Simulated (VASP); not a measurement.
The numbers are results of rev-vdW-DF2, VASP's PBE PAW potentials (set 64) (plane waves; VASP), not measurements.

A VASP calculation is set up with these files.

### INCAR
```
ISIF = 3   ! ions, shape and volume
IBRION = 2   ! conjugate gradients
LCHARG = .FALSE.
ENCUT = 520   ! plane-wave cut-off (eV)
LMAXMIX = 4   ! l cut-off of mixed one-centre charges
SIGMA = 0.05   ! width (eV)
LUSE_VDW = .TRUE.
ZAB_VDW = -1.8867
LASPH = .TRUE.   ! aspherical one-centre terms
PARAM1 = 0.1234568
LWAVE = .FALSE.
EDIFF = 1E-6
NSW = 60
NELM = 100   ! most electronic steps
SYSTEM = CsI
LREAL = .FALSE.   ! projection in real space or not
GGA = MK
EDIFFG = -0.01   ! ionic stop
ALGO = Normal
PARAM2 = 0.7114
AGGAC = 0.0
PREC = Accurate
ISMEAR = 0
```

KPOINTS:
```
Automatic mesh
0
Gamma
5 5 5
0 0 0
```

### POSCAR
```
CsI
1
    4.5384041704     0.0000000000     0.0000000000
    0.0000000000     4.5384041704     0.0000000000
    0.0000000000     0.0000000000     4.5384041704
Cs I
1 1
Direct
  0.0000000000   0.0000000000   0.0000000000
  0.5000000000   0.5000000000   0.5000000000
```

POTCAR, in this order: Cs_sv I (PBE.64 set). Program: vasp_std.

Output

### OUTCAR
```
 ion  position               nearest neighbor table
   1  0.000  0.000  0.000-
   2  0.500  0.500  0.500-
  LATTYP: Found a simple cubic cell.
 ALAT       =     4.5384041704
 Subroutine PRICEL returns:
 Original cell was already a primitive cell.
 Subroutine GETGRP returns: Found 48 space group operations
The static configuration has the point symmetry O_h .
The dynamic configuration has the point symmetry O_h .
 Subroutine INISYM returns: Found 48 space group operations
 Subroutine IBZKPT returns following result:
 Found     10 irreducible k-points:

 Following reciprocal coordinates:
            Coordinates               Weight
  0.000000  0.000000  0.000000      1.000000
  0.200000  0.000000  0.000000      6.000000
  0.400000  0.000000  0.000000      6.000000
  0.200000  0.200000  0.000000     12.000000
  0.400000  0.200000  0.000000     24.000000
  0.400000  0.400000  0.000000     12.000000
  0.200000  0.200000  0.200000      8.000000
  0.400000  0.200000  0.200000     24.000000
  0.400000  0.400000  0.200000     24.000000
...
```

**OSZICAR**
```
       N       E                     dE             d eps       ncg     rms          rms(c)
DAV:   1     0.982880102407E+02    0.98288E+02   -0.63008E+03   240   0.110E+03
DAV:   2     0.683267279577E+01   -0.91455E+02   -0.84040E+02   348   0.169E+02
DAV:   3    -0.130940406761E+01   -0.81421E+01   -0.81041E+01   304   0.580E+01
DAV:   4    -0.143731516222E+01   -0.12791E+00   -0.12787E+00   288   0.893E+00
DAV:   5    -0.143888169442E+01   -0.15665E-02   -0.15665E-02   308   0.102E+00    0.138E+00
DAV:   6    -0.131561195396E+01    0.12327E+00   -0.16680E-01   272   0.193E+00    0.988E-01
DAV:   7    -0.128781726964E+01    0.27795E-01   -0.12591E-01   276   0.172E+00    0.499E-01
DAV:   8    -0.128910324168E+01   -0.12860E-02   -0.80985E-03   276   0.611E-01    0.783E-02
DAV:   9    -0.128921753233E+01   -0.11429E-03   -0.71562E-04   288   0.175E-01    0.636E-02
DAV:  10    -0.128926989840E+01   -0.52366E-04   -0.88894E-05   272   0.658E-02    0.127E-02
DAV:  11    -0.128926767810E+01    0.22203E-05   -0.25578E-05   276   0.269E-02    0.359E-03
DAV:  12    -0.128926787065E+01   -0.19255E-06   -0.19603E-06   260   0.103E-02
   1 F= -.12892679E+01 E0= -.12892679E+01  d E =-.128927E+01
```

File OUTCAR:
```
------------------------ aborting loop because EDIFF is reached ----------------------------------------
  FORCE on cell =-STRESS in cart. coord.  units (eV):
  Direction    XX          YY          ZZ          XY          YZ          ZX
  --------------------------------------------------------------------------------------
  Total        0.0189512      0.0189512      0.0189512      0.0000000      0.0000000      0.0000000
  in kB        0.3248156      0.3248156      0.3248156      0.0000000      0.0000000      0.0000000
  external PRESSURE =       0.3248156 kB  Pullay stress =       0.0000000 kB
  volume of cell :       93.48
      direct lattice vectors                 reciprocal lattice vectors
     4.538404170  0.000000000  0.000000000     0.220341768  0.000000000  0.000000000
     0.000000000  4.538404170  0.000000000     0.000000000  0.220341768  0.000000000
     0.000000000  0.000000000  4.538404170     0.000000000  0.000000000  0.220341768
 POSITION                                       TOTAL-FORCE (eV/Angst)
 -----------------------------------------------------------------------------------
      0.00000      0.00000      0.00000         0.000000      0.000000      0.000000
      2.26920      2.26920      2.26920         0.000000      0.000000      0.000000
 -----------------------------------------------------------------------------------
    total drift:                               -0.000000      0.000000      0.000000
  FREE ENERGIE OF THE ION-ELECTRON SYSTEM (eV)
  ---------------------------------------------------
  free  energy   TOTEN  =        -1.2892678707 eV

  energy  without entropy=       -1.2892678707  energy(sigma->0) =       -1.28926787

 reached required accuracy - stopping structural energy minimisation
```
(Selected blocks of OUTCAR.)

The compound is CsI in the CsCl type structure. It was relaxed first. The start is the result of an earlier pass.
